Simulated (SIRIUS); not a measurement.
**Hf: single point with PBEsol+U**

The system is Hf.

```xyz
2
Lattice="3.1967 0.0000 0.0000 -1.5983 2.7684 0.0000 0.0000 0.0000 5.0578" Properties=species:S:1:pos:R:3 pbc="T T T"
Hf    1.5984    0.9228    3.7934
Hf    0.0000    1.8456    1.2645
```

```
Program                                     : SIRIUS 7.12.0
Task                                        : single point
Functional                                  : PBEsol
Potentials or basis                         : PseudoDojo 0.4.1 PBE standard (scalar relativistic)
Cutoff                                      : 807 eV
Density cutoff                              : 3227 eV
k mesh                                      : 10 × 10 × 5
Occupations                                 : fermi-dirac, width 0.05 eV
Spin                                        : no spin polarisation
Hubbard terms                               : Hf d U = 6 eV
Libxc names                                 : ["XC_GGA_X_PBE_SOL", "XC_GGA_C_PBE_SOL"]
Energy tol                                  : 1e-08 Ha
Density tol                                 : 1e-06
Mixer                                       : anderson
Mixing beta                                 : 0.7
Max scf                                     : 100
Radial cutoff for the potentials' integrals : 6.5 bohr
Form of the Hubbard term                    : simplified (Dudarev)
Hubbard projectors                          : orthogonalised atomic orbitals
Start of the occupations                    : the program's own
```

The pressure is 5.4 GPa and the band gap on the k mesh is none (metal or under the smearing width).

Stress tensor (GPa, compression positive):
```
5.25 0.00 0.00
0.00 5.25 0.00
0.00 0.00 5.70
```

Eigenvalues of the final occupation matrices:
| site | spin | trace | eigenvalues |
| --- | --- | --- | --- |
| site 1 | 1 | 1.50 | 0.26 0.26 0.33 0.33 0.34 |
| site 2 | 1 | 1.50 | 0.26 0.26 0.33 0.33 0.34 |

Wall time 27 s on 1 thread of Intel(R) Xeon(R) 6975P-C (Granite Rapids), with other jobs on the host, peak memory 0.43 GiB.

Caveat: the potentials were made for another functional, which shifts forces and pressure; U without spin polarisation on a metal has little footing; the U is typed as a test and isn't derived for this compound. Spin-orbit coupling is left out, which matters for the levels of Hf.
